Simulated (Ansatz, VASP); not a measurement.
Mg in VASP and in Ansatz

Contents of INCAR:

```
SYSTEM = Mg
  PREC = Accurate
  ENCUT = 520
  EDIFF = 1E-6
  ISMEAR = 0
  SIGMA = 0.1
  LREAL = .FALSE.
  LASPH = .TRUE.
  NELM = 60
  ALGO = Fast
  ISIF = 2
  LWAVE = .FALSE.
  LCHARG = .TRUE.
  GGA = PE
  LELF = .TRUE.
  LVHAR = .TRUE.
  NBANDS = 9
```

File KPOINTS:

```
Automatic mesh
0
G
  12 12 12
  0 0 0
```

The input POSCAR:

```
Mg
1.0
    3.6711586697      0.0000000000      0.0000000000
    0.0000000000      3.6711586697      0.0000000000
    0.1022948568      0.0000000000      3.4098285591
Mg
2
Direct
    0.0000000000      0.0000000000      0.0000000000
    0.5000000000      0.5000000000      0.5000000000
```

Input for Ansatz:

```yaml
crystal:
  lattice:
    - [3.6711586697, 0.0, 0.0]
    - [0.0, 3.6711586697, 0.0]
    - [0.1022948568, 0.0, 3.4098285591]
  atoms:
    - { symbol: Mg, position: [0.0, 0.0, 0.0] }
    - { symbol: Mg, position: [0.5, 0.5, 0.5] }
basis:
  ecutwfc: 420
kpoints:
  mp_grid: { grid: [12, 12, 12] }
hamiltonian:
  xc: pbe
scf:
  occupations: { method: gaussian, width: 0.1 }
output:
  forces: true
  stress: true
  eigenvalues: true
```

Change from the starting cell: shear of c along a, cell held, atoms relaxed: +3.0 %.

Alike in both runs: task single point; functional PBE; k mesh 12 × 12 × 12; occupations gaussian, width 0.1 eV; no spin polarisation.

|  | VASP | Ansatz |
| --- | --- | --- |
| version | VASP 6.6.1 | Ansatz 0.2.0 |
| potentials or method | VASP PAW PBE potentials, release 64 (Mg) | scalar-relativistic, plane waves, PAW |
| plane-wave cutoff (eV) | 520 | 420 |
| valence electrons in the cell | 4 | 20 |

```csv
,VASP,Ansatz,Ansatz less VASP
gap on the k mesh at the Fermi level (eV),none,none,-
pressure (GPa),-0.1,0.0,+0.12
largest component of the traceless stress (GPa),0.83,0.83,-0.002
```

A gap of «none» marks a metal or a gap that the smearing closes. The two sets of potentials don't hold the same shells in valence.
